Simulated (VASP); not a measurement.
A run of VASP 6.6.1 is set up as follows.

File POSCAR:

```
In
1.0
   -1.6567500000      1.6567500000      2.3325100000
    1.6567500000     -1.6567500000      2.3325100000
    1.6567500000      1.6567500000     -2.3325100000
In
1
Direct
    0.0000000000      0.0000000000      1.0000000000
```

Contents of INCAR.step1:

```
SYSTEM = In
  PREC = Accurate
  ENCUT = 520
  EDIFF = 1E-5
  ISMEAR = 0
  SIGMA = 0.1
  LREAL = .False.
  LASPH = .True.
  NELM = 60
  ALGO = Normal
  ISIF = 2
  LWAVE = .True.
  LCHARG = .False.
  NBANDS = 12
  GGA = PE
```

INCAR.step2

```
SYSTEM = In
  PREC = Accurate
  ENCUT = 520
  EDIFF = 1E-6
  ISMEAR = 0
  SIGMA = 0.1
  LREAL = .False.
  LASPH = .True.
  NELM = 60
  ALGO = Normal
  ISIF = 2
  LWAVE = .False.
  LCHARG = .False.
  GGA = PE
  LHFCALC = .True.
  AEXX = 0.25
  PRECFOCK = Fast
  HFRCUT = -1
  NBANDS = 12
  ISTART = 1
```

Contents of KPOINTS:

```
regular mesh
0
Gamma
  8 8 8
  0 0 0
```

Potentials or basis: VASP PAW PBE potentials, release 64 (In_d).

Run with:

```sh
$ cat potpaw_PBE.64/In_d/POTCAR > POTCAR
$ cp INCAR.step1 INCAR
$ mpirun -np 1 vasp_std > vasp.out
$ cp INCAR.step2 INCAR
$ mpirun -np 1 vasp_std > vasp.out
```

Problem. What does it give for the band gap on the k mesh?

Solution. None (metal or under the smearing width).

Problem. Predict the pressure.

Solution. 1.5 GPa.

Stress tensor (GPa, compression positive):
```
1.40 0.00 0.00
0.00 1.40 0.00
0.00 0.00 1.75
```

Caveat: the PAW data sets were made with another functional, which shifts forces and pressure a little.
